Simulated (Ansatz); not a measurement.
# AlNi3 (Pm-3m), clamped-ion strain scan

All numbers below come from Ansatz, DFT PBE, scalar-relativistic, plane waves, PAW. Cutoff 420 eV, Γ-centred 14×14×14 k-points, Gaussian smearing of 0.15 eV. Collinear spins, started from moments 0.0, 0.3, 0.3, 0.3 μB in atom order; the magnetic state may not be the lowest. Energies are free energies at this smearing, counted from the undisturbed cell; pressure is positive in compression.

The undisturbed cell (relaxed at this level; it needn't be the usual structure):

```yaml
crystal:
  lattice:
    - [3.56668, 0.00000, 0.00000]
    - [0.00000, 3.56668, 0.00000]
    - [0.00000, 0.00000, 3.56668]
  atoms:
    - { symbol: Al, position: [0.00000, 0.00000, 0.00000] }
    - { symbol: Ni, position: [0.00000, 0.50000, 0.50000] }
    - { symbol: Ni, position: [0.50000, 0.00000, 0.50000] }
    - { symbol: Ni, position: [0.50000, 0.50000, 0.00000] }
```

The cell is strained by ε times the Voigt pattern (1, 1, 0, 0, 0, 0) (xx, yy, zz, yz, xz, xy; engineering shear) with fractional coordinates fixed. The cell is metallic on the mesh throughout.

| ε | ΔE (meV/atom) | stress summed along the pattern (GPa, tension positive) | pressure (GPa) | moment (μB/cell) |
| --- | --- | --- | --- | --- |
| -0.1500 | 1026.2 | -289.88 | 127.2 | 0.00 |
| -0.1125 | 504.8 | -170.83 | 76.1 | 0.00 |
| -0.0750 | 197.8 | -90.31 | 40.8 | 0.30 |
| 0.0000 | 0.0 | -0.04 | 0.0 | 0.69 |
| 0.0375 | 35.1 | 24.18 | -11.2 | 0.72 |
| 0.1125 | 257.4 | 49.40 | -23.3 | 0.73 |
| 0.1500 | 414.9 | 54.89 | -26.1 | 0.73 |